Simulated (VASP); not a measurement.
# MgO2 (R-3m) in VASP: notebook

The runs below take MgO2 through single point, with PBEsol.

All numbers are computed with VASP 6.6.1; they aren't measurements. Logs are shortened: lines on timing, memory, paths and dates and some standing lists are left out, and cuts for length are marked.

## Step 1: Starting point

Symmetry: R-3m, No. 166, trigonal system. The conventional cell has a = 3.210 Å, b = 3.210 Å, c = 10.482 Å, α = 90.00°, β = 90.00°, γ = 120.00°. Mg (site symmetry -3m) is surrounded by 6 O at 2.11 Å. Around O (site symmetry 3m) lie 1 O at 1.49 Å.

The cell comes from a database or a generator and needn't be the stable form of this composition.

## Step 2: Single point, PBEsol

Contents of INCAR:

```
SYSTEM = MgO2
PREC = Accurate ; ENCUT = 520
EDIFF = 1E-6 ; ISMEAR = 0
SIGMA = 0.05 ; LREAL = .FALSE.
LASPH = .TRUE. ; NELM = 60
ALGO = Fast ; ISIF = 2
LWAVE = .FALSE. ; LCHARG = .FALSE.
GGA = PS ; NBANDS = 14
```

Contents of KPOINTS:

```
regular mesh
0
G
  12 12 12
  0 0 0
```

Contents of POSCAR:

```
MgO2
1.0
    1.6047610160      0.9265092046      3.4939788749
   -1.6047610160      0.9265092046      3.4939788749
    0.0000000000     -1.8530184092      3.4939788749
Mg O
1 2
Direct
    0.0000000000      0.0000000000      0.0000000000
    0.4287860000      0.4287860000      0.4287860000
    0.5712140000      0.5712140000      0.5712140000
```

Potentials or basis: VASP PAW PBE potentials, release 64 (Mg, O).

Run with:

```console
$ cat potpaw_PBE.64/Mg/POTCAR potpaw_PBE.64/O/POTCAR > POTCAR
$ mpirun -np 1 vasp_std > vasp.out
```

OUTCAR:

```text
SYSTEM = MgO2
   PREC = Accurate
   ENCUT = 520
   EDIFF = 1E-6
   ISMEAR = 0
   LREAL = .FALSE.
   LASPH = .TRUE.
   NELM = 60
   ISIF = 2
   GGA = PS

 ion  position               nearest neighbor table
   1  0.000  0.000  0.000-   3 2.11   3 2.11   2 2.11   2 2.11   3 2.11   2 2.11
   2  0.429  0.429  0.429-   3 1.49   1 2.11   1 2.11   1 2.11
   3  0.571  0.571  0.571-   2 1.49   1 2.11   1 2.11   1 2.11

  LATTYP: Found a trigonal (rhomboedric) cell.
 ALAT       =     3.9549419216
 COS(alpha) =     0.6707160928

  Lattice vectors:

 A1 = (   1.6047610160,   0.9265092046,   3.4939788749)
 A2 = (  -1.6047610160,   0.9265092046,   3.4939788749)
 A3 = (   0.0000000000,  -1.8530184092,   3.4939788749)

Analysis of symmetry for initial positions (statically):
=====================================================================
 Subroutine PRICEL returns:
 Original cell was already a primitive cell.

 Routine SETGRP: Setting up the symmetry group for a
 trigonal (rhombohedral) supercell.

 Subroutine GETGRP returns: Found 12 space group operations
 (whereof 12 operations were pure point group operations)
 out of a pool of 12 trial point group operations.

The static configuration has the point symmetry D_3d.

Analysis of symmetry for dynamics (positions and initial velocities):
=====================================================================
 Subroutine PRICEL returns:
 Original cell was already a primitive cell.

 Routine SETGRP: Setting up the symmetry group for a
 trigonal (rhombohedral) supercell.

 Subroutine GETGRP returns: Found 12 space group operations
 (whereof 12 operations were pure point group operations)
 out of a pool of 12 trial point group operations.

The dynamic configuration has the point symmetry D_3d.

 Subroutine INISYM returns: Found 12 space group operations
 (whereof 12 operations are pure point group operations),
 and found     1 'primitive' translations

----------------------------------------------------------------------------------------

                                     Primitive cell

  volume of cell :      31.1696

  direct lattice vectors                    reciprocal lattice vectors
     1.604761016  0.926509205  3.493978875     0.311572873  0.179886682  0.095402218
    -1.604761016  0.926509205  3.493978875    -0.311572873  0.179886682  0.095402218
     0.000000000 -1.853018409  3.493978875     0.000000000 -0.359773364  0.095402218

  length of vectors
     3.954941922  3.954941922  3.954941922     0.372207545  0.372207545  0.372207545

  position of ions in fractional coordinates (direct lattice)
     0.000000000  0.000000000  0.000000000
     0.428786000  0.428786000  0.428786000
[... 96 lines left out ...]
   IALGO  =     68    algorithm
   IMIX   =      4    mixing-type and parameters
     AMIX     =   0.40;   BMIX     =  1.00
     AMIX_MAG =   1.60;   BMIX_MAG =  1.00
  volume/ion in A,a.u.               =      10.39        70.11
  Fermi-wavevector in a.u.,A,eV,Ry     =   1.253739  2.369222 21.386457  1.571860
  Thomas-Fermi vector in A             =   2.387577
   LORBIT       =      0    0 simple, 1 ext, 2 COOP (PROOUT), +10 PAW based schemes
   GGA     = PS    functional components
   LHFCALC =     F    Hartree Fock is set to
   AEXX    =    0.0000 exact exchange contribution
   IVDW    =     0    specifies the selected vdW correction
   LEPSILON=     F    determine dielectric tensor
   LRPA    =     F    only Hartree local field effects (RPA)
 non-spin polarized calculation
 RMM-DIIS sequential band-by-band and
 Gauss-broadening in eV      SIGMA  =   0.05
  energy-cutoff  :      520.00
  volume of cell :       31.17
 maximum number of plane-waves:       852
 NGX is ok and might be reduce to    30
   NGX = 15   NGY = 15   NGZ = 15

 number of electron      14.0000001 magnetization

 Free energy of the ion-electron system (eV)
  ---------------------------------------------------
  ext. energy  EPLUGINS =         0.00000000
  ---------------------------------------------------
  free energy    TOTEN  =       -17.20625959 eV

  energy without entropy =      -17.20625959  energy(sigma->0) =      -17.20625959

 E-fermi :   2.8938     XC(G=0): -10.4418

 val. band max:        2.5911905748   @ k =   0.5000   0.5000   0.5000
 cond. band min:       4.7972997277   @ k =   0.5000   0.5000   0.5000
 fundamental gap:      2.2061091529
 Fermi energy:         2.8938322704

 k-point     1 :       0.0000    0.0000    0.0000
  band No.  band energies     occupation
      1     -18.6665      2.00000
      2     -11.8847      2.00000
      3      -5.1173      2.00000
      4      -0.7334      2.00000
      5      -0.7334      2.00000
      6       1.7782      2.00000
      7       1.7782      2.00000
      8       7.0647      0.00000
      9       7.3683      0.00000
     10      14.5697      0.00000
     11      16.3960      0.00000
     12      17.2641      0.00000
     13      17.2641      0.00000
     14      19.0074      0.00000
[... 377 lines left out ...]
      1     -18.1228      2.00000
      2     -12.2410      2.00000
      3      -4.1024      2.00000
      4      -3.1195      2.00000
      5      -1.4825      2.00000
      6       1.1253      2.00000
      7       1.4233      2.00000
      8       6.6749      0.00000
      9      11.7590      0.00000
     10      12.7357      0.00000
     11      15.0436      0.00000
     12      16.8050      0.00000
     13      17.0155      0.00000
     14      19.6929      0.00000

 [... further k-points ...]

------------------------ aborting loop because EDIFF is reached ----------------------------------------

  FORCE on cell =-STRESS in cart. coord.  units (eV):
  Direction    XX          YY          ZZ          XY          YZ          ZX
  --------------------------------------------------------------------------------------
  -------------------------------------------------------------------------------------
  Total       -0.8683870     -0.8683870     -1.1934081      0.0000000      0.0000000      0.0000000
  in kB      -44.6367198    -44.6367198    -61.3434128      0.0000000      0.0000000      0.0000000
  external PRESSURE =     -50.2056175 kB  Pullay stress =       0.0000000 kB

 VOLUME and BASIS-vectors are now :
 -----------------------------------------------------------------------------
  energy-cutoff  :      520.00
  volume of cell :       31.17
      direct lattice vectors                 reciprocal lattice vectors
     1.604761016  0.926509205  3.493978875     0.311572873  0.179886682  0.095402218
    -1.604761016  0.926509205  3.493978875    -0.311572873  0.179886682  0.095402218
     0.000000000 -1.853018409  3.493978875     0.000000000 -0.359773364  0.095402218

 POSITION                                       TOTAL-FORCE (eV/Angst)
 -----------------------------------------------------------------------------------
      0.00000      0.00000      0.00000         0.000000     -0.000000     -0.000000
      0.00000      0.00000      4.49451         0.000000      0.000000      0.121374
      0.00000      0.00000      5.98743         0.000000     -0.000000     -0.121374
 -----------------------------------------------------------------------------------
    total drift:                                0.000000     -0.000000      0.000000

  FREE ENERGIE OF THE ION-ELECTRON SYSTEM (eV)
  ---------------------------------------------------
  free  energy   TOTEN  =       -17.2062595923 eV

  energy  without entropy=      -17.2062595923  energy(sigma->0) =      -17.20625959
```

stdout:

```text
POSCAR found type information on POSCAR MgO
 POSCAR found :  2 types and       3 ions
 scaLAPACK will be used
 -----------------------------------------------------------------------------
|                                                                             |
|                                                                             |
|     You enforced a specific xc type in the INCAR file but a different       |
|     I HOPE YOU KNOW WHAT YOU ARE DOING!                                     |
|                                                                             |
 -----------------------------------------------------------------------------

 LDA part: xc-table for (Slater+PW92), standard interpolation
 POSCAR, INCAR and KPOINTS ok, starting setup
 FFT: planning ... GRIDC
 FFT: planning ... GRID_SOFT
 FFT: planning ... GRID
 WAVECAR not read
 entering main loop
```

Wall time 65 s (1 thread of AMD EPYC 9R45 (Zen 5), shared host); peak memory 0.19 GiB.

Results:

| Quantity | Value |
| --- | --- |
| Free energy | -17.2063 eV |
| Pressure | -5.0 GPa |
| Largest force | 0.121 eV/Å |
| Band gap on the k mesh | 2.21 eV, direct |

Forces on the atoms (eV/Å):
```
Mg   0.000  0.000  0.000
O    0.000  0.000  0.121
O    0.000  0.000 -0.121
```

Caveat: the PAW data sets were made with another functional, which shifts forces and pressure a little. A k mesh can miss the band edges.

## Step 3: Single point, PBEsol

Contents of INCAR:

```
ALGO     = Fast           # electronic algorithm
EDIFF    = 1E-6           # SCF threshold, eV
ENCUT    = 520            # plane-wave cutoff, eV
GGA      = PS             # functional
ISIF     = 2              # what is computed and relaxed
ISMEAR   = 0              # smearing method
LASPH    = True           # aspherical terms in the spheres
LCHARG   = False          # write CHGCAR
LREAL    = False          # projectors in reciprocal space
LWAVE    = False          # write WAVECAR
NBANDS   = 14             # bands
NELM     = 100            # most SCF steps
PREC     = Accurate       # precision mode
SIGMA    = 0.05           # smearing width, eV
```

Contents of KPOINTS:

```
k-points
0
Gamma
  12 12 12
```

POSCAR is that of step 2.

Potentials or basis: VASP PAW PBE potentials, release 64 (Mg, O).

Run with:

```console
$ cat potpaw_PBE.64/Mg/POTCAR potpaw_PBE.64/O/POTCAR > POTCAR
$ mpirun -np 1 vasp_std > vasp.out
```

Wall time 62 s (1 thread of AMD EPYC 9R45 (Zen 5), shared host); peak memory 0.19 GiB.

Results (log left out):

- Free energy: -17.2063 eV
- Pressure: -5.0 GPa
- Largest force: 0.121 eV/Å
- Band gap on the k mesh: 2.21 eV, direct

Forces in eV/Å, atoms in the order of the input:
```
Mg   0.000  0.000  0.000
O    0.000  0.000  0.121
O    0.000  0.000 -0.121
```

Stress tensor (GPa, compression positive):
```
-4.46  0.00  0.00
 0.00 -4.46  0.00
 0.00  0.00 -6.13
```

Levels at points of the mesh, in eV from the valence-band top:
```tsv
k point	band 3	band 4	band 5	band 6	band 7	band 8	band 9	band 10	band 11	band 12
(0.00, 0.00, 0.00)	-7.71	-3.32	-3.32	-0.81	-0.81	4.47	4.78	11.98	13.80	14.67
(0.50, 0.00, 0.00)	-6.69	-6.07	-3.66	-1.27	-1.13	4.11	8.50	10.12	12.42	13.93
(0.50, 0.50, 0.00)	-6.04	-5.39	-4.34	-2.17	-0.13	3.45	7.69	10.90	12.24	12.65
(0.50, 0.50, 0.50)	-4.95	-3.85	-3.85	0.00	0.00	2.21	4.87	9.29	14.05	14.05
```

Caveat: the PAW data sets were made with another functional, which shifts forces and pressure a little.
